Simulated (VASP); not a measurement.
## Si in VASP 6.6.1, single-point calculation

INCAR

```
IBRION = -1
EDIFF = 1E-7
LCHARG = .FALSE.
PREC = Accurate
NBANDS = 11
NELM = 80
ISMEAR = -1
GGA = PE
BMIX = 2
ISIF = 2
SIGMA = 0.02
LWAVE = .FALSE.
LASPH = .TRUE.
NSW = 0
ENCUT = 520
LREAL = .FALSE.
```

KPOINTS

```
KPOINTS created by Atomic Simulation Environment
0
Gamma
8 8 8
0 0 0
```

POSCAR

```
Si
 1.0000000000000000
     0.0000000000000000    2.8037824625000001    2.6618909388000001
     2.8037824625000001    0.0000000000000000    2.6618909388000001
     2.8037824625000001    2.8037824625000001    0.0000000000000000
 Si
   2
Cartesian
  0.0000000000000000  0.0000000000000000  0.0000000000000000
  1.4018912312500000  1.4018912312500000  1.3309454694000002
```

The recommended PBE PAW datasets give the neutral cell 8 valence electrons.

Command

```
mpirun -np 1 vasp_std
```

Task: How does this run end, and what does it give?

Result: It converged. Results: gap between bands v and c on the k mesh 0.15 eV; least direct gap on the k mesh 2.20 eV; pressure -2.0 GPa. Band v is the last that the valence electrons fill when counted band by band, and c is the next.

OSZICAR

```
N       E                     dE             d eps       ncg     rms          rms(c)
DAV:   1     0.669386173191E+01    0.66939E+01   -0.31324E+03  1298   0.557E+02
DAV:   2    -0.104050120054E+02   -0.17099E+02   -0.16243E+02  1658   0.834E+01
DAV:   3    -0.109699287702E+02   -0.56492E+00   -0.56356E+00  1637   0.129E+01
DAV:   4    -0.109744331559E+02   -0.45044E-02   -0.45038E-02  1597   0.145E+00
DAV:   5    -0.109744786748E+02   -0.45519E-04   -0.45518E-04  1610   0.137E-01    0.460E+00
DAV:   6    -0.108941337173E+02    0.80345E-01   -0.25034E-02  1495   0.655E-01    0.292E+00
DAV:   7    -0.108125129994E+02    0.81621E-01   -0.12813E-01  1474   0.155E+00    0.594E-01
DAV:   8    -0.108180816520E+02   -0.55687E-02   -0.98301E-03  1474   0.560E-01    0.221E-01
DAV:   9    -0.108183720399E+02   -0.29039E-03   -0.42316E-04  1631   0.111E-01    0.830E-02
DAV:  10    -0.108187298208E+02   -0.35778E-03   -0.55139E-04  1477   0.130E-01    0.245E-02
DAV:  11    -0.108187320146E+02   -0.21938E-05   -0.28747E-06  1697   0.115E-02    0.178E-02
DAV:  12    -0.108187354194E+02   -0.34047E-05   -0.49964E-06  1472   0.146E-02    0.427E-03
DAV:  13    -0.108187351947E+02    0.22464E-06   -0.29373E-08  1406   0.104E-03    0.242E-03
DAV:  14    -0.108187351644E+02    0.30339E-07   -0.53727E-08  1366   0.157E-03
   1 F= -.10818735E+02 E0= -.10818724E+02  d E =-.219805E-04
```

For comparison, a separate PBE run of the intended cell, on usual settings and not on those above, gives a gap of 0.15 eV on its mesh and a pressure of -2.0 GPa.
